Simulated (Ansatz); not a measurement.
# PbSe: the cost of one run

Program: the Python package of Ansatz 0.2.0. Level of theory: DFT r2SCAN, plane waves, PAW. These are calculated values, not measurements.

**1. The system**

The structure is orthorhombic, space group Cmcm (No. 63). Conventional cell: a = 4.310 Å, b = 12.268 Å, c = 4.450 Å, α = 90.00°, β = 90.00°, γ = 90.00°. Pb (site symmetry m2m) has 5 Se at 2.82 to 3.10 Å as nearest neighbours. Se (site symmetry m2m) has 5 Pb at 2.82 to 3.10 Å as nearest neighbours.

The script holds or builds the structure itself.

**2. Script**

run_ecut.py reads:

```python
# -*- coding: utf-8 -*-
"""Cutoff test for PbSe."""

import ansatz as az
import matplotlib.pyplot as plt


def main():
    structure = (
        az.Lattice.from_parameters(6.501446, 6.501446, 4.450494, alpha=90.0, beta=90.0, gamma=141.2869)
        .atom("Pb", [0.63176, 0.36824, 0.75])
        .atom("Pb", [0.36824, 0.63176, 0.25])
        .atom("Se", [0.86129, 0.13871, 0.75])
        .atom("Se", [0.13871, 0.86129, 0.25])
    )

    base = (
        structure.calculation()
        .functional("r2SCAN")
        .kpoints(spacing=0.44)
        .occupations("fixed")
        .stress()
    )

    rows = []
    for value in [250, 300, 350, 400, 450]:
        data = base.basis(value).run(threads=1, backend="cpu").report
        rows.append((value, data["free_energy_ev"] / len(data["lattice"]["sites"]), data["n_iterations"], sum(data["stress_gpa"][i][i] for i in range(3)) / 3, data["n_pw"]))

    print(" cutoff (eV)   F/atom (eV)    iterations       P (GPa)   plane waves")
    for row in rows:
        print(f"{str(row[0]):>12s}  {row[1]:12.5f}  {row[2]:12d}  {row[3]:12.3f}  {row[4]:12d}")

    # the last row is the reference
    for row in rows[:-1]:
        shift = 1000 * (row[1] - rows[-1][1])
        print(f"{row[0]}: {shift:+.2f} meV/atom" + ("  (within 5 meV)" if abs(shift) < 5 else ""))
    plt.figure(figsize=(4.5, 3))
    plt.plot([str(row[0]) for row in rows], [1000 * (row[1] - rows[-1][1]) for row in rows], "o-")
    plt.xlabel("cutoff (eV)")
    plt.ylabel("F - F(last) (meV/atom)")
    plt.tight_layout()
    plt.savefig("ecut.png", dpi=100)


if __name__ == "__main__":
    main()
```

**3. The input behind the calls**

The engine receives this input (first run):

```yaml
crystal:
  lattice:
    a: 6.501446
    b: 6.501446
    c: 4.450494
    alpha: 90.0
    beta: 90.0
    gamma: 141.2869
  atoms:
    - { symbol: Pb, position: [0.63176, 0.36824, 0.75] }
    - { symbol: Pb, position: [0.36824, 0.63176, 0.25] }
    - { symbol: Se, position: [0.86129, 0.13871, 0.75] }
    - { symbol: Se, position: [0.13871, 0.86129, 0.25] }
basis:
  ecutwfc: 250.0
kpoints:
  mp_grid:
    kspacing: 0.44
hamiltonian:
  xc: r2scan
scf:
  occupations:
    method: fixed
output:
  stress: true
```

**4. Running it**

Run with:

```console
$ python run_ecut.py
```

Q: Estimate wall time and peak memory on 1 thread of Arm Neoverse V1, shared host.

About 47 s, with a peak of 0.8 GiB.
